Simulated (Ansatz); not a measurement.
One crystal and one scan (frozen-phonon scan) at two levels, r2SCAN (plane waves to 500 eV, PAW, scalar-relativistic; Ansatz, a program for electronic structure) and PBE (plane waves to 420 eV, PAW, scalar-relativistic; Ansatz), each from its own relaxed cell and on its own mesh. The cell shown is that of r2SCAN.

Starting cell, LiI (rock salt):

```
LiI
1.0
    0.00000     6.01819     6.01819
    3.00909     3.00909     6.01819
    3.00909     3.00909     0.00000
I Li
2 2
Direct
  0.00000   0.00000   0.00000
  0.50000   0.00000   0.00000
  0.00000   0.50000   0.50000
  0.50000   0.50000   0.50000
```

A phonon eigenvector at X = (0.5, 0.5, 0.0) is frozen into this cell: atom i moves by Q times the vector below, so Q is the largest atomic displacement, in Å. The cell is held. It is one choice among 2 degenerate patterns. (q is in reciprocal vectors of the primitive cell; the cell shown is doubled to hold the pattern.)

| atom | x | y | z |
|---|---|---|---|
| I1 | 0.000 | -0.057 | 0.000 |
| I2 | 0.000 | 0.057 | 0.000 |
| Li3 | 0.000 | -1.000 | 0.000 |
| Li4 | 0.000 | 1.000 | 0.000 |

LiI was relaxed with its symmetry unable to fall. Spin-orbit coupling is left out, though I is heavy. Percentages come from the unrounded values.

Results of r2SCAN:

```
Quantity                                                                                                                                          Result
----------------------------------------------------------------------------------------  --------------------------------------------------------------
Harmonic wavenumber from the curvature (finite differences) (cm⁻¹ (negative: imaginary))                                                             132
Shape of the curve                                                                        a single well with its minimum at or next to zero displacement
```

**Question.** What does PBE give for the same quantities?

**Answer.** 
| quantity | PBE | r2SCAN − PBE |
|---|---|---|
| Harmonic wavenumber from the curvature (finite differences) (cm⁻¹ (negative: imaginary)) | 123 | +9 (+7 %) |

r2SCAN gives the higher value for: harmonic wavenumber from the curvature. Both give the same shape of the curve: a single well with its minimum at or next to zero displacement.

(A displaced cell: forces are minus the slopes of the energy, force constants its curvatures, and phonons follow from these.)
